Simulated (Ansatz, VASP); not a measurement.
## Te: VASP beside Ansatz

```
CELL_PARAMETERS angstrom
5.21104 0.00000 0.00000
0.00000 5.21104 0.00000
0.00000 0.00000 5.21104
ATOMIC_POSITIONS crystal
Te 0.87500 0.12500 0.62500
Te 0.37500 0.37500 0.37500
Te 0.12500 0.62500 0.87500
Te 0.62500 0.87500 0.12500
```

Alike in both runs: task relaxation of cell and atoms; functional PBE; k mesh 10 × 10 × 10; occupations gaussian, width 0.1 eV; no spin polarisation.

```csv
,VASP,Ansatz
version,VASP 6.6.1,Ansatz 0.2.0
potentials or method,"VASP PAW PBE potentials, release 64 (Te)","scalar-relativistic, plane waves, PAW"
plane-wave cutoff (eV),600,420
valence electrons in the cell,24,64
```

VASP gave:

* gap on the k mesh at the Fermi level, each at its own relaxed structure (eV): none
* relaxed volume (Å³/atom): 35.58
* relaxed cell length with the largest relative difference (Å): 5.221

Task: Estimate Ansatz's values.

Result: gap on the k mesh at the Fermi level, each at its own relaxed structure (eV): none; relaxed volume (Å³/atom): 35.63; relaxed cell length with the largest relative difference (Å): 5.223.

A gap of «none» marks a metal or a gap that the smearing closes. The two sets of potentials don't hold the same shells in valence.

The runs have no spin-orbit coupling, so splittings on Te are missing.
